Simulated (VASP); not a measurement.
A run of VASP 6.6.1 is set up as follows.

INCAR

```
SYSTEM = MgS
PREC = Accurate
ENCUT = 550
EDIFF = 1E-7
ISMEAR = 0
SIGMA = 0.1
LREAL = .FALSE.
LASPH = .TRUE.
NELM = 60
ALGO = Normal
ISIF = 2
LWAVE = .FALSE.
LCHARG = .TRUE.
GGA = PE
LELF = .TRUE.
LVHAR = .TRUE.
```

KPOINTS

```
regular mesh
0
G
  8 8 4
  0 0 0
```

Contents of POSCAR:

```
MgS
1.0
    4.0346224068      0.0000000000      0.0000000000
   -2.0173112034      3.4940854990      0.0000000000
    0.0000000000      0.0000000000      6.4322941800
S Mg
2 2
Direct
    0.6666666667      0.3333333333      0.8792441500
    0.3333333333      0.6666666667      0.3792441500
    0.3333333333      0.6666666667      0.9957548500
    0.6666666667      0.3333333333      0.4957548500
```

Potentials or basis: VASP PAW PBE potentials, release 64 (S_GW, Mg_GW).

Launch:

```console
$ cat potpaw_PBE.64/S_GW/POTCAR potpaw_PBE.64/Mg_GW/POTCAR > POTCAR
$ mpirun -np 1 vasp_std > vasp.out
```

(1) Predict the pressure.

(2) Predict the band gap on the k mesh.

Answers

(1) 0.9 GPa.

(2) 3.43 eV, direct.
